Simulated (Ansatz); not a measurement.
**O on TiAl (110)**

This session takes TiAl and sets out to find where and how strongly O adsorbs.

Program: Ansatz 0.2.0. Level of theory: DFT PBEsol, scalar-relativistic, plane waves, PAW. These are calculated values, not measurements.

3 further runs of the same task are left out: 3 set aside as unsound or not needed.

## 1. The starting structure

Symmetry: Pmm2, No. 25, orthorhombic system. Conventional cell: a = 3.953 Å, b = 4.039 Å, c = 22.929 Å, α = 90.00°, β = 90.00°, γ = 90.00°. Ti (site symmetry mm2) is surrounded by 2 Ti at 2.80 Å and 6 Al at 2.83 Å. Al (site symmetry mm2) has 2 Al at 2.80 Å and 6 Ti at 2.83 Å as nearest neighbours. Ti (site symmetry mm2) is surrounded by 4 Ti at 2.78 to 2.80 Å and 8 Al at 2.83 to 2.84 Å. Al (site symmetry mm2) is surrounded by 4 Al at 2.80 to 2.81 Å and 8 Ti at 2.81 to 2.83 Å. Ti (site symmetry mm2) has 4 Ti at 2.75 to 2.78 Å and 8 Al at 2.81 to 2.83 Å as nearest neighbours. Al (site symmetry mm2) has 8 Ti at 2.75 to 2.84 Å and 4 Al at 2.76 to 2.81 Å as nearest neighbours. Ti (site symmetry mm2) has 2 Ti at 2.75 Å and 6 Al at 2.75 to 2.83 Å as nearest neighbours. Al (site symmetry mm2) is surrounded by 2 Al at 2.76 Å and 6 Ti at 2.82 to 2.83 Å.

As a file:

```
Ti Al
1.0
     3.95295    0.00000    0.00000
     0.00000    4.03874    0.00000
     0.00000    0.00000   22.92943
Ti Al
4 4
Direct
  0.50000 0.00000 0.37070
  0.00000 0.00000 0.45690
  0.50000 0.00000 0.54242
  0.00000 0.00000 0.62574
  0.00000 0.50000 0.37070
  0.50000 0.50000 0.45690
  0.00000 0.50000 0.54417
  0.50000 0.50000 0.62844
```

Miller indices refer to the conventional cell of the relaxed bulk, P4/mmm (No. 123): a = 2.795 Å, b = 2.795 Å, c = 4.039 Å, α = 90.00°, β = 90.00°, γ = 90.00°.

It is a (110) slab, 5.9 Å thick as cut, with 17 Å of vacuum; its outer planes are TiAl (top) and TiAl (bottom). An earlier relaxation, lower half held, gave -11993.3776 eV, work function 4.12 eV (top face), 4.09 eV (bottom face).

## 2. O at the top (Al) site

Input file input.yaml:

```yaml
crystal:
  lattice:
    - [3.952951199, 0.0, 0.0]
    - [0.0, 4.038740475, 0.0]
    - [0.0, 0.0, 24.9294267985]
  atoms:
    - { symbol: Ti, position: [0.5, 0.0, 0.3409625126] }
    - { symbol: Al, position: [0.0, 0.5, 0.3409625126] }
    - { symbol: Ti, position: [0.0, 0.0, 0.4202453463] }
    - { symbol: Al, position: [0.5, 0.5, 0.4202453463] }
    - { symbol: Ti, position: [0.5, 0.0, 0.4989077285] }
    - { symbol: Al, position: [0.0, 0.5, 0.5005150153] }
    - { symbol: Ti, position: [0.0, 0.0, 0.5755352557] }
    - { symbol: Al, position: [0.5, 0.5, 0.5780257635] }
    - { symbol: O, position: [0.5, 0.5, 0.6534386487] }
basis:
  ecutwfc: 420
kpoints:
  mp_grid: { grid: [7, 7, 1] }
hamiltonian:
  xc: pbesol
scf:
  occupations: { method: gaussian, width: 0.1 }
output:
  forces: true
  eigenvalues: true
relax:
  adjacent_minimum: "off"
  f_tol: 0.03
  max_steps: 70
  constraints: [{ sites: [0, 1, 2, 3] }]
efield:
  axis: 3
  dipole_correction: true
  ramp_width: 0.04
```

Started as:

```bash
> ansatz run input.yaml --threads 1 --pin off --max-ram 2560MiB --backend cpu --events-out ev --progress --plain --runs-dir out
```

The session goes on with these runs: O put at a bridge (Ti-Al) site; O put at a top (Ti) site.

What does the calculation give? Wanted: O: lowest end.

As calculated:

| quantity | value |
| --- | --- |
| O: lowest end | E_ads -7.79 eV, from the bridge (Ti-Al) start, 2 bonded, 0.65 Å high |

The strongest binding of O is 7.79 eV, a strong chemical bond when counted from the free atom, not from the element's molecule or solid; the ends span 2.54 eV. On the way to the lowest end the anchoring atom slid 1.3 Å from where it was put. It lowers the work function by 0.58 eV, as a dipole layer with its positive end outwards does. The slab runs have no spin polarisation, while the free adsorbate has its spin; a moment that survived on the surface would lower E_ads. A start on a symmetric site keeps its symmetry, so an end may be a saddle point and not a minimum. Spin polarisation is off in the runs that give these values; a magnetic solution could lie lower.
